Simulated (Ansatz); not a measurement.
Take a crystal in which Li has been replaced by Na on all its sites, with the cell rescaled by a rough guess (in some cases also distorted within its space group) and nothing relaxed:

```yaml
crystal:
  lattice:
    - [0.00000, 2.24673, 2.24673]
    - [2.24673, 0.00000, 2.24673]
    - [2.24673, 2.24673, 0.00000]
  atoms:
    - { symbol: Na, position: [0.00000, 0.00000, 0.00000] }
    - { symbol: H, position: [0.50000, 0.50000, 0.50000] }
```

Theory: DFT PBEsol, scalar-relativistic, plane waves, PAW in Ansatz.

Settings: cutoff 420 eV, Γ-centred mesh 10×10×10 on the computed 2-atom cell, Gaussian smearing of 0.02 eV; no spin polarisation.

(1) What pressure does the cell carry?

(2) Is it a metal on this mesh?

(3) What is its energy against the elements in their standard states?

## Answers

(1) The pressure is 6.6 GPa (positive in compression), so the cell would expand.

(2) No: the gap is 3.95 eV, the least direct gap 4.91 eV.

(3) -0.173 eV/atom at this unrelaxed geometry, with the elements in the same functional.